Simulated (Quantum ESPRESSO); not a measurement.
**Co under changes of volume**

One of the cells (10.886 Å³/atom); the others are scaled copies at fixed shape and fractional positions:

```xyz
2
Lattice="2.4874 0.0000 0.0000 -1.2437 2.1541 0.0000 0.0000 0.0000 4.0633" Properties=species:S:1:pos:R:3 pbc="T T T"
Co    0.0000    1.4361    3.0074
Co    1.2437    0.7180    1.0559
```

* Program: Quantum ESPRESSO 7.5
* Functional: PBEsol
* Potentials or basis: GBRV 1.5 PBEsol
* Cutoff: 762 eV
* Density cutoff: 6095 eV
* k mesh: 12 × 12 × 7
* Occupations: fermi-dirac, width 0.05 eV
* Spin: collinear spin, ferromagnetic start
* Starting moments: [2.0, 2.0] μB

```csv
volume (Å³/atom),energy over the lowest point (meV/atom),pressure (GPa),moment (μB per cell)
10.233,3.28,4.9,3.22
10.450,0.00,-0.3,3.27
10.668,3.39,-4.9,3.31
10.886,?,?,?
11.103,27.56,-12.9,3.36
11.321,47.26,-16.2,3.39
11.539,71.20,-19.0,3.42
```

Problem. What does the run at 10.886 Å³/atom give?

Solution. Energy over the lowest point 12.75 meV/atom; pressure -9.1 GPa; moment 3.34 μB per cell.

Worked out: A Birch-Murnaghan fit of order 3 (a polynomial in V^(-2/3)) to the other rows has its minimum at 10.44 Å³/atom with B0 = V·E''(V) = 238 GPa and B' = 4.3 at fixed shape and positions, which overstates the stiffness. It gives 12.83 meV/atom at 10.886 Å³/atom, against the run's 12.75, and -dE/dV = -9.0 GPa, against -9.1. A parabola through the other rows of the moment, of slope 0.146 μB per Å³/atom there, gives 3.34 μB, against the run's 3.34.

Energies are extrapolated to zero smearing.
